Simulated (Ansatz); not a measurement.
# Li: stress in a strained cell

Aim: deform Li (equal xx and yy strain of -3 %) and compute stress, forces and field gradients with LAPW, PAW and all-electron datasets made for the crystal.

Computed with Ansatz 0.2.0 (DFT PBE, scalar-relativistic, unless a step's input says otherwise).

### Step 1. The structure to begin with

It takes space group Im-3m (No. 229, cubic). The conventional cell has a = 3.500 Å, b = 3.500 Å, c = 3.500 Å, α = 90.00°, β = 90.00°, γ = 90.00°. Around Li (site symmetry m-3m) lie 8 Li at 3.03 Å.

As a file:

```xyz
1
Lattice="-1.7500 1.7500 1.7500 1.7500 -1.7500 1.7500 1.7500 1.7500 -1.7500" Properties=species:S:1:pos:R:3 pbc="T T T"
Li    0.0000    0.0000    0.0000
```

### Step 2. After the deformation

Space group Im-3m before, I4/mmm after.

### Step 3. All-electron LAPW

Contents of input.yaml:

```yaml
crystal:
  lattice:
    - [-1.6975, 1.6975, 1.75]
    - [1.6975, -1.6975, 1.75]
    - [1.6975, 1.6975, -1.75]
  atoms:
    - { symbol: Li, position: [0.0, 0.0, 0.0] }
kpoints:
  mp_grid: { grid: [15, 15, 15] }
  band_path:
    path:
      - [0.0, 0.0, 0.0]
      - [0.0, 0.0, 0.5]
      - [0.25, 0.25, 0.25]
      - [0.0, 0.5, 0.0]
      - [0.0, 0.0, 0.0]
      - [0.5, 0.5, -0.5]
      - [0.485225, 0.514775, -0.485225]
      - [-0.485225, 0.485225, 0.485225]
      - [0.0, 0.0, 0.0]
    npoints: 5
scf:
  occupations: { method: fermi_dirac, width: 0.08 }
hamiltonian:
  xc: pbe
  pseudopotentials: { kind: all_electron, lapw: { basis_error: 0.00025 } }
output:
  forces: true
  stress: true
  eigenvalues: true
```

Launch:

```console
ansatz run input.yaml --threads 1 --pin off --max-ram 3072MiB --backend cpu --events-out ev --progress --plain --runs-dir out
```

### Step 4. Frozen-core PAW

Contents of input.yaml:

```yaml
crystal:
  lattice:
    - [-1.6975, 1.6975, 1.75]
    - [1.6975, -1.6975, 1.75]
    - [1.6975, 1.6975, -1.75]
  atoms:
    - { symbol: Li, position: [0.0, 0.0, 0.0] }
kpoints:
  mp_grid: { grid: [15, 15, 15] }
scf:
  occupations: { method: fermi_dirac, width: 0.08 }
hamiltonian:
  xc: pbe
  pseudopotentials: { kind: paw }
output:
  forces: true
  stress: true
  eigenvalues: true
  efg: { contact_densities: true }
  write_density: true
  write_potential: true
  elf: true
  volumetric_format: npy
```

### Step 5. All-electron PAW on datasets made for the crystal

Changes to input.yaml since step 4:

```diff
@@ -13,3 +13,3 @@
   xc: pbe
-  pseudopotentials: { kind: paw }
+  pseudopotentials: { kind: all_electron, datasets: crystal }
 output:
@@ -19,5 +19 @@
   efg: { contact_densities: true }
-  write_density: true
-  write_potential: true
-  elf: true
-  volumetric_format: npy
```

(Steps that only read results are left out.)

Before running it: what results should come out? Wanted: pressure; largest shear or deviatoric stress.

**Answer**, as computed:

| quantity | value |
| --- | --- |
| pressure | LAPW 0.07, PAW 0.06, crystal datasets 0.07 GPa |
| largest shear or deviatoric stress (LAPW) | 0.05 GPa |

The largest part of the stress beyond the pressure is 0.05 GPa in size, in the zz component. No run of the undeformed cell stands beside it, so the pressure holds what the given cell had before the change. PAW: stress within 0.01 GPa of LAPW. Crystal datasets: stress within 0.01 GPa of LAPW.
